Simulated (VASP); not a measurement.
Here is a VASP 6.6.1 calculation.

File POSCAR:

```
InP
1.0
    0.0000000000      2.9139763100      2.9139763100
    2.9139763100      0.0000000000      2.9139763100
    2.9139763100      2.9139763100      0.0000000000
In P
1 1
Direct
    0.0000000000      0.0000000000      0.0000000000
    0.2500000000      0.2500000000      0.2500000000
```

Contents of INCAR.step1:

```
PREC = Accurate
ENCUT = 520
ISMEAR = -1
SIGMA = 0.02
LREAL = F
LASPH = T
NELM = 60
NBANDS = 16
GGA = PE
ALGO = Normal
EDIFF = 1E-4
LWAVE = T
LCHARG = F
```

The input INCAR.step2:

```
PREC = Accurate
ENCUT = 520
EDIFF = 1E-6
ISMEAR = -1
SIGMA = 0.02
LREAL = F
LASPH = T
NELM = 60
ALGO = Normal
ISIF = 2
LWAVE = F
LCHARG = F
METAGGA = R2SCAN
LMIXTAU = T
NBANDS = 16
ISTART = 1
```

KPOINTS

```
regular mesh
0
Gamma
  8 8 8
```

Potentials or basis: VASP PAW PBE potentials, release 64 (In_d, P).

Command:

```bash
$ cat potpaw_PBE.64/In_d/POTCAR potpaw_PBE.64/P/POTCAR > POTCAR
$ cp INCAR.step1 INCAR
$ mpirun -np 1 vasp_std > vasp.out
$ cp INCAR.step2 INCAR
$ mpirun -np 1 vasp_std > vasp.out
```

(1) Predict the pressure.

(2) Predict the band gap on the k mesh.

## Answers

(1) 2.9 GPa.

(2) 1.27 eV, direct.

Caveat: the PAW data sets were made with another functional, which shifts forces and pressure a little; spin-orbit coupling is left out, which moves the levels of the heavy elements.

**The experiment to reproduce.**

From a printed reference work, data compilation, for a bulk crystal of InP at 1.6 K: band gap 1.4236 eV (direct).

A measured gap of InP is 1.4236 eV (direct; 1.6 K; a printed reference work, data compilation); the calculated 1.27 eV misses it by -0.16 eV. Spin-orbit coupling on In is left out. The value is that of r2SCAN, without temperature or zero-point motion.
